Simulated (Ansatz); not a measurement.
Input and command of a calculation in Ansatz (plane waves; scalar-relativistic PAW potentials unless the input names others):

```yaml
crystal:
  lattice:
    - [2.5539396017, 0.0, 0.0]
    - [-1.2769698009, 2.2117765748, 0.0]
    - [0.0, 0.0, 4.226855]
  atoms:
    - { symbol: B, position: [0.6310086737, 0.3072298708, 0.9860649019] }
    - { symbol: B, position: [0.2976753404, 0.6405632041, 0.4860649019] }
    - { symbol: "N", position: [0.6666666667, 0.3333333333, 0.625276] }
    - { symbol: "N", position: [0.3333333333, 0.6666666667, 0.125276] }
basis:
  ecutwfc: 420
kpoints:
  mp_grid: { grid: [12, 12, 6] }
hamiltonian:
  xc: pbe
scf:
  occupations: { method: gaussian, width: 0.05 }
  max_iter: 5
output:
  forces: true
  eigenvalues: true
  stress: true
```

```bash
ansatz run input.yaml --threads 1 --pin off --max-ram 2560MiB --backend cpu --events-out ev --progress --plain --runs-dir out
```

Abridged log:
```
Basis set: ecut = 420 eV, 465 PW (Γ), exchange–correlation on 36×36×60 points (8 copies of the dense FFT grid, shifted against one another)
Bands: 12, of which v1, the nominal top of the filled ones, is band 8 counted from 1 (7 counted from 0)
Symmetry: 1 space group operations
k-points: 436 of 864 (time reversal used)
SCF iter   1: F=—  HF=-1084.257798 eV  |F-HF|=—  |Δ(HF+E_count)|=         —  Δρ=2.90e-3  dr2=9.45e-4  ethr=1.77e-3  ⟨swp⟩=5.6  Hψ=27971  notcnv=0
SCF iter   2: F=—  HF=-1084.258073 eV  |F-HF|=—  |Δ(HF+E_count)|=   2.75e-4  Δρ=1.11e-3  dr2=1.20e-4  ethr=5.91e-6  ⟨swp⟩=2.3  Hψ=12041  notcnv=0
SCF iter   3: F=—  HF=-1084.258218 eV  |F-HF|=—  |Δ(HF+E_count)|=   1.45e-4  Δρ=5.20e-4  dr2=1.79e-5  ethr=7.48e-7  ⟨swp⟩=2.5  Hψ=25151  notcnv=0
SCF iter   4: F=—  HF=-1084.258260 eV  |F-HF|=—  |Δ(HF+E_count)|=   4.16e-5  Δρ=7.00e-5  dr2=5.30e-7  ethr=1.12e-7  ⟨swp⟩=2.0  Hψ=22325  notcnv=0
SCF iter   5: F=-1084.258261 eV  HF=-1084.258261 eV  |F-HF|=1.15e-8  |Δ(HF+E_count)|=   9.72e-7  Δρ=1.29e-5  dr2=3.28e-8  ethr=6.25e-10  ⟨swp⟩=5.5  Hψ=24829  notcnv=0
SCF 1 converged in 5 iterations: F = -1084.258261 eV  dr2 = 3.28e-8
SCF converged after 5 iterations
Free energy (F): -1084.258261 eV
Harris-Foulkes:  -1084.258261 eV  (|F-HF|=1.15e-8)
Internal energy: -1084.258261 eV  (E = F + TS)
E sigma→0 (E₀):  -1084.258261 eV
Fermi energy:    13.688761 eV
--- Forces (eV/Å), atoms counted from 1 ---
  atom   1  B      1.01688034     1.21403629     1.31848629
  atom   2  B      1.41206358     1.21451328     1.29730474
  atom   3  N     -1.42741625    -1.21446320    -1.29672913
  atom   4  N     -1.00149849    -1.21406097    -1.31907464
--- Stress (GPa, compression-positive) ---
        2.097571       1.137543      -1.527810
        1.137539       2.067433      -1.526460
       -1.527790      -1.526492       2.008434
  P = ⅓ Tr σ = 2.0578 GPa (20.578 kbar)
```

One setting here is unusual or wrong in general: too few SCF iterations (scf.max_iter: not typed → 5). For this cell it did little harm to the result: the run converged in 5 SCF iterations (reference: 6) with an energy at zero smearing within 0.01 meV/atom of the reference's, pressure 2.06 GPa, largest force 2.279 eV/Å, gap on the mesh 4.04 eV. A reference run from the same start on usual settings converged with pressure 2.06 GPa, largest force 2.279 eV/Å, gap on the mesh 4.04 eV.

It took 20 s on 1 thread of Intel(R) Xeon(R) Platinum 8259CL CPU @ 2.50GHz (Skylake/Cascade Lake), on a shared host, peak memory 0.47 GiB.